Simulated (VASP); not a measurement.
# Se (R-3) in VASP: a series of runs

One crystal, Se, is run at these levels: PBE; tasks: relaxation of cell and atoms.

Program: VASP 6.6.1. These are calculated values, not measurements. Logs are shortened: lines on timing, memory, paths and dates and some standing lists are left out, and cuts for length are marked.

### Step 1. Starting point

The structure is trigonal, space group R-3 (No. 148). Conventional cell: a = 11.362 Å, b = 11.362 Å, c = 4.429 Å, α = 90.00°, β = 90.00°, γ = 120.00°. Around Se (site symmetry 1) lie 2 Se at 2.36 Å.

This isn't the form of Se at room conditions, which is trigonal, of chains.

### Step 2. Relaxation of cell and atoms, PBE

The input, INCAR:

```
ALGO = Normal
EDIFF = 1E-6
EDIFFG = -0.01
ENCUT = 520
GGA = PE
IBRION = 2
ISIF = 3
ISMEAR = 0
LASPH = True
LCHARG = False
LREAL = False
LWAVE = False
NELM = 120
NSW = 90
PREC = Accurate
SIGMA = 0.1
```

The input, KPOINTS:

```
k-points
0
Gamma
  8 8 8
```

The input, POSCAR:

```
Se
1.0
    5.6810000000      3.2799268800      1.4763333300
   -5.6810000000      3.2799268800      1.4763333300
    0.0000000000     -6.5598537600      1.4763333300
Se
6
Direct
    0.2806600000      0.1625100000      0.9181800000
    0.9181800000      0.2806600000      0.1625100000
    0.1625100000      0.9181800000      0.2806600000
    0.7193400000      0.8374900000      0.0818200000
    0.0818200000      0.7193400000      0.8374900000
    0.8374900000      0.0818200000      0.7193400000
```

Potentials or basis: VASP PAW PBE potentials, release 64 (Se).

Run with:

```bash
cat potpaw_PBE.64/Se/POTCAR > POTCAR
mpirun -np 1 vasp_std > vasp.out
```

OUTCAR:

```text
EDIFF = 1E-6
   EDIFFG = -0.01
   ENCUT = 520
   GGA = PE
   IBRION = 2
   ISIF = 3
   ISMEAR = 0
   LASPH = True
   LREAL = False
   NELM = 120
   NSW = 90
   PREC = Accurate

 ion  position               nearest neighbor table
   1  0.281  0.163  0.918-   6 2.36   5 2.36
   2  0.918  0.281  0.163-   4 2.36   6 2.36
   3  0.163  0.918  0.281-   4 2.36   5 2.36
   4  0.719  0.837  0.082-   3 2.36   2 2.36
   5  0.082  0.719  0.837-   1 2.36   3 2.36
   6  0.837  0.082  0.719-   1 2.36   2 2.36

  LATTYP: Found a trigonal (rhomboedric) cell.
 ALAT       =     6.7239305052
 COS(alpha) =    -0.4276874500

  Lattice vectors:

 A1 = (   5.6810000000,   3.2799268800,   1.4763333300)
 A2 = (  -5.6810000000,   3.2799268800,   1.4763333300)
 A3 = (   0.0000000000,  -6.5598537600,   1.4763333300)

Analysis of symmetry for initial positions (statically):
=====================================================================
 Subroutine PRICEL returns:
 Original cell was already a primitive cell.

 Routine SETGRP: Setting up the symmetry group for a
 trigonal (rhombohedral) supercell.

 Subroutine GETGRP returns: Found  6 space group operations
 (whereof  6 operations were pure point group operations)
 out of a pool of 12 trial point group operations.

The static configuration has the point symmetry S_6 .

Analysis of symmetry for dynamics (positions and initial velocities):
=====================================================================
 Subroutine PRICEL returns:
 Original cell was already a primitive cell.

 Routine SETGRP: Setting up the symmetry group for a
 trigonal (rhombohedral) supercell.

 Subroutine GETGRP returns: Found  6 space group operations
 (whereof  6 operations were pure point group operations)
 out of a pool of 12 trial point group operations.

The dynamic configuration has the point symmetry S_6 .

 Subroutine INISYM returns: Found  6 space group operations
 (whereof  6 operations are pure point group operations),
 and found     1 'primitive' translations

----------------------------------------------------------------------------------------

                                     Primitive cell

  volume of cell :     165.0535

  direct lattice vectors                    reciprocal lattice vectors
     5.681000000  3.279926880  1.476333330     0.088012674  0.050814141  0.225784602
    -5.681000000  3.279926880  1.476333330    -0.088012674  0.050814141  0.225784602
     0.000000000 -6.559853760  1.476333330     0.000000000 -0.101628282  0.225784602

  length of vectors
     6.723930505  6.723930505  6.723930506     0.247602492  0.247602492  0.247602492

  position of ions in fractional coordinates (direct lattice)
     0.280660000  0.162510000  0.918180000
     0.918180000  0.280660000  0.162510000
     0.162510000  0.918180000  0.280660000
     0.719340000  0.837490000  0.081820000
     0.081820000  0.719340000  0.837490000
     0.837490000  0.081820000  0.719340000

  ion indices of the primitive-cell ions
   primitive index   ion index
                 1           1
                 2           2
                 3           3
                 4           4
                 5           5
                 6           6

----------------------------------------------------------------------------------------

 KPOINTS: k-points

Automatic generation of k-mesh.
 Grid dimensions read from file:
 generate k-points for:    8    8    8

 Generating k-lattice:

  Cartesian coordinates                     Fractional coordinates (reciprocal lattice)
     0.011001584  0.006351768  0.028223075     0.125000000  0.000000000  0.000000000
    -0.011001584  0.006351768  0.028223075     0.000000000  0.125000000  0.000000000
     0.000000000 -0.012703535  0.028223075     0.000000000  0.000000000  0.125000000

  Length of vectors
     0.030950312  0.030950312  0.030950312

  Shift w.r.t. Gamma in fractional coordinates (k-lattice)
     0.000000000  0.000000000  0.000000000

 Subroutine IBZKPT returns following result:
 ===========================================

 Found     90 irreducible k-points:

 Following reciprocal coordinates:
            Coordinates               Weight
  0.000000  0.000000  0.000000      1.000000
  0.125000 -0.000000  0.000000      6.000000
  0.250000 -0.000000  0.000000      6.000000
  0.375000 -0.000000  0.000000      6.000000
  0.500000 -0.000000  0.000000      3.000000
  0.125000  0.125000  0.000000      6.000000
[... 16 lines left out ...]
 -0.375000  0.250000 -0.000000      6.000000
  0.375000 -0.000000 -0.250000      6.000000
 [... further k-points ...]
   k-points           NKPTS =     90   k-points in BZ     NKDIM =     90   number of bands    NBANDS=     22
   number of dos      NEDOS =    301   number of ions     NIONS =      6
   total plane-waves  NPLWV = 125000
   dimension x,y,z NGX =    50 NGY =   50 NGZ =   50
   dimension x,y,z NGXF=   100 NGYF=  100 NGZF=  100
   ions per type =               6
   NGX,Y,Z   is equivalent  to a cutoff of  12.36, 12.36, 12.36 a.u.
   NGXF,Y,Z  is equivalent  to a cutoff of  24.72, 24.72, 24.72 a.u.
 SYSTEM =  unknown system
   PREC   = accura    normal or accurate (medium, high low for compatibility)
   ISTART =      0    job   : 0-new  1-cont  2-samecut
   ICHARG =      2    charge: 1-file 2-atom 10-const
   ISPIN  =      1    spin polarized calculation?
   LNONCOLLINEAR =      F non collinear calculations
   LSORBIT =      F    spin-orbit coupling
   LASPH  =      T    aspherical Exc in radial PAW
   ENCUT  =  520.0 eV  38.22 Ry    6.18 a.u.  12.50 12.50 12.50*2*pi/ulx,y,z
   NELM   =    120;   NELMIN=  2; NELMDL= -5     # of ELM steps
   EDIFF  = 0.1E-05   stopping-criterion for ELM
   LREAL  =      F    real-space projection
   EDIFFG = -.1E-01   stopping-criterion for IOM
   NSW    =     90    number of steps for IOM
   IBRION =      2    ionic relax: 0-MD 1-quasi-New 2-CG
   NFREE  =      1    steps in history (QN), initial steepest desc. (CG)
   ISIF   =      3    stress and relaxation
   ISYM   =      2    0-nonsym 1-usesym 2-fastsym
   POTIM  = 0.5000    time-step for ionic-motion
   TEBEG  =    0.0;   TEEND  =   0.0 temperature during run
   PSTRESS=    0.0 pullay stress
   NELECT =      36.0000    total number of electrons
   NUPDOWN=      -1.0000    fix difference up-down
   EMIN   =  10.00;   EMAX   =-10.00  energy-range for DOS
   EFERMI =   0.00;   METHOD = LEGACY
   ISMEAR =     0;   SIGMA  =   0.10  broadening in eV -4-tet -1-fermi 0-gaus
   EFERMI_NEDOS =   21; number of points for ismear=-14 and -15
   IALGO  =     38    algorithm
   IMIX   =      4    mixing-type and parameters
     AMIX     =   0.40;   BMIX     =  1.00
     AMIX_MAG =   1.60;   BMIX_MAG =  1.00
  volume/ion in A,a.u.               =      27.51       185.64
  Fermi-wavevector in a.u.,A,eV,Ry     =   0.985449  1.862228 13.212748  0.971110
  Thomas-Fermi vector in A             =   2.116757
   LORBIT       =      0    0 simple, 1 ext, 2 COOP (PROOUT), +10 PAW based schemes
   GGA     = PE    functional components
   LHFCALC =     F    Hartree Fock is set to
   AEXX    =    0.0000 exact exchange contribution
   IVDW    =     0    specifies the selected vdW correction
   LEPSILON=     F    determine dielectric tensor
   LRPA    =     F    only Hartree local field effects (RPA)
 conjugate gradient relaxation of ions
 non-spin polarized calculation
 Gauss-broadening in eV      SIGMA  =   0.10
  energy-cutoff  :      520.00
  volume of cell :      165.05
 maximum number of plane-waves:      4469
   NGX = 25   NGY = 25   NGZ = 25

--------------------------------------- Ionic step        1  -------------------------------------------

 number of electron      36.0000000 magnetization

 Free energy of the ion-electron system (eV)
  ---------------------------------------------------
  ext. energy  EPLUGINS =         0.00000000
  ---------------------------------------------------
  free energy    TOTEN  =       -20.69711778 eV

  energy without entropy =      -20.69711778  energy(sigma->0) =      -20.69711778

------------------------ aborting loop because EDIFF is reached ----------------------------------------

  FORCE on cell =-STRESS in cart. coord.  units (eV):
  Direction    XX          YY          ZZ          XY          YZ          ZX
  --------------------------------------------------------------------------------------
  -------------------------------------------------------------------------------------
  Total        3.0661275      3.0661275      2.6006671      0.0000005      0.0000000      0.0000000
  in kB       29.7629631     29.7629631     25.2447291      0.0000046      0.0000000      0.0000000
  external PRESSURE =      28.2568851 kB  Pullay stress =       0.0000000 kB
[... 101 lines left out ...]
  FREE ENERGIE OF THE ION-ELECTRON SYSTEM (eV)
  ---------------------------------------------------
  free  energy   TOTEN  =       -20.7643673272 eV

  energy  without entropy=      -20.7643673272  energy(sigma->0) =      -20.76436733

[... ionic steps 4 to 22 ...]

--------------------------------------- Ionic step       23  -------------------------------------------

 number of electron      36.0000002 magnetization

------------------------ aborting loop because EDIFF is reached ----------------------------------------

  FORCE on cell =-STRESS in cart. coord.  units (eV):
  Direction    XX          YY          ZZ          XY          YZ          ZX
  --------------------------------------------------------------------------------------
  -------------------------------------------------------------------------------------
  Total        0.0459073      0.0459073      0.0421527      0.0000003      0.0000000      0.0000000
  in kB        0.3724897      0.3724897      0.3420248      0.0000022      0.0000000      0.0000000
  external PRESSURE =       0.3623348 kB  Pullay stress =       0.0000000 kB
[... 65 lines left out ...]
  energy  without entropy=      -20.8944599182  energy(sigma->0) =      -20.89445992

--------------------------------------- Ionic step       25  -------------------------------------------

 number of electron      36.0000001 magnetization

 Free energy of the ion-electron system (eV)
  ---------------------------------------------------
  ext. energy  EPLUGINS =         0.00000000
  ---------------------------------------------------
  free energy    TOTEN  =       -20.89452118 eV

  energy without entropy =      -20.89452118  energy(sigma->0) =      -20.89452118

 E-fermi :   1.2155     XC(G=0):  -7.8558

 val. band max:        0.7823533388   @ k =   0.5000   0.5000   0.0000
 cond. band min:       2.3295086676   @ k =  -0.3750   0.2500   0.2500
 fundamental gap:      1.5471553287
 Fermi energy:         1.2155236315

 k-point     1 :       0.0000    0.0000    0.0000
  band No.  band energies     occupation
      1     -14.2964      2.00000
      2     -12.7300      2.00000
      3     -12.7300      2.00000
      4     -10.5510      2.00000
      5     -10.5510      2.00000
      6      -9.2953      2.00000
[... 574 lines left out ...]
      6      -9.0232      2.00000
[... 14 lines left out ...]
     21       3.2403      0.00000
     22       3.5792      0.00000

 [... further k-points ...]

------------------------ aborting loop because EDIFF is reached ----------------------------------------

  FORCE on cell =-STRESS in cart. coord.  units (eV):
  Direction    XX          YY          ZZ          XY          YZ          ZX
  --------------------------------------------------------------------------------------
  -------------------------------------------------------------------------------------
  Total        0.0087022      0.0087022     -0.0209701      0.0000002      0.0000000      0.0000000
  in kB        0.0706110      0.0706110     -0.1701538      0.0000019      0.0000000      0.0000000
  external PRESSURE =      -0.0096439 kB  Pullay stress =       0.0000000 kB
[... 21 lines left out ...]
  FREE ENERGIE OF THE ION-ELECTRON SYSTEM (eV)
  ---------------------------------------------------
  free  energy   TOTEN  =       -20.8945211848 eV

  energy  without entropy=      -20.8945211848  energy(sigma->0) =      -20.89452118

 reached required accuracy - stopping structural energy minimisation
```

It took 49 min on 1 thread of Intel Xeon 6975P-C (Granite Rapids), shared host; peak memory 0.54 GiB.

What came out:

| Property | Result |
| --- | --- |
| Free energy | -20.8945 eV |
| Relaxed volume | 32.91 Å³/atom |
| Relaxed cell | a = 6.641 Å, b = 6.641 Å, c = 6.641 Å, α = 112.38°, β = 112.38°, γ = 112.38° |
| Space group after relaxing (to 0.05 Å) | R-3 (No. 148) |
| Energy gained by relaxing | 32.9 meV/atom |
| Ionic steps | 25 |
| Pressure after relaxing | 0.0 GPa |
| Band gap on the k mesh | 1.55 eV, indirect (least direct gap 1.63 eV) |

Step by step:
| step | energy change (eV) | largest force (eV/Å) | pressure (GPa) | volume (Å³) |
| --- | --- | --- | --- | --- |
| 1 | 0.0000 | 0.5059 | 2.83 | 165.05 |
| 2 | -0.0042 | 0.5798 | -2.07 | 176.92 |
| 3 | -0.0672 | 0.1298 | 0.15 | 170.87 |
| 4 | -0.0778 | 0.1237 | 0.12 | 171.97 |
| 5 | -0.1049 | 0.1046 | 0.08 | 175.26 |
| 6 | -0.1426 | 0.0779 | 0.11 | 181.78 |
| 7 | -0.1702 | 0.1720 | 0.47 | 194.55 |
| 8 | -0.1694 | 0.1641 | -0.72 | 200.44 |
| 9 | -0.1753 | 0.0556 | -0.12 | 197.36 |
| 10 | -0.1771 | 0.0502 | -0.13 | 197.47 |
| 11 | -0.1819 | 0.0355 | -0.14 | 197.80 |
| 12 | -0.1884 | 0.0315 | -0.13 | 198.38 |
| 13 | -0.1864 | 0.1137 | -0.01 | 199.32 |
| 14 | -0.1900 | 0.0638 | -0.07 | 198.80 |
| 15 | -0.1934 | 0.0562 | 0.08 | 198.15 |
| 16 | -0.1941 | 0.0596 | 0.18 | 197.69 |
| 17 | -0.1931 | 0.1036 | -0.32 | 198.91 |
| 18 | -0.1948 | 0.0324 | -0.02 | 198.17 |
| 19 | -0.1953 | 0.0291 | -0.02 | 198.13 |
| 20 | -0.1964 | 0.0198 | -0.03 | 198.00 |
| 21 | -0.1972 | 0.0166 | -0.04 | 197.73 |
| 22 | -0.1968 | 0.0529 | 0.21 | 196.80 |
| 23 | -0.1973 | 0.0183 | 0.04 | 197.46 |
| 24 | -0.1973 | 0.0122 | -0.03 | 197.45 |
| 25 | -0.1974 | 0.0018 | 0.00 | 197.46 |

Final structure:
```
Se
1.0
     5.51809    3.18587    1.87198
    -5.51809    3.18587    1.87198
     0.00000   -6.37174    1.87198
Se
6
Direct
  0.26636 0.13864 0.88550
  0.88550 0.26636 0.13864
  0.13864 0.88550 0.26636
  0.73364 0.86136 0.11450
  0.11450 0.73364 0.86136
  0.86136 0.11450 0.73364
```

Levels at points of the mesh, in eV from the valence-band top:
```
           k point  band 15  band 16  band 17  band 18  band 19  band 20  band 21  band 22
(0.00, 0.00, 0.00)    -0.60    -0.56    -0.32    -0.32     2.21     2.21     2.65     2.99
(0.50, 0.00, 0.00)    -0.94    -0.57    -0.17    -0.01     2.16     2.32     2.54     2.86
(0.50, 0.50, 0.00)    -1.04    -0.93    -0.68     0.00     1.63     2.25     2.55     2.63
(0.50, 0.50, 0.50)    -0.98    -0.90    -0.90    -0.57     1.81     1.81     2.52     3.24
```

Caveat: the volume moved by over 15 % at a fixed basis, so the end points are rough; the volume moved by +20 % from the deposited cell, more than functionals usually miss.

[end of part 1 of 2]
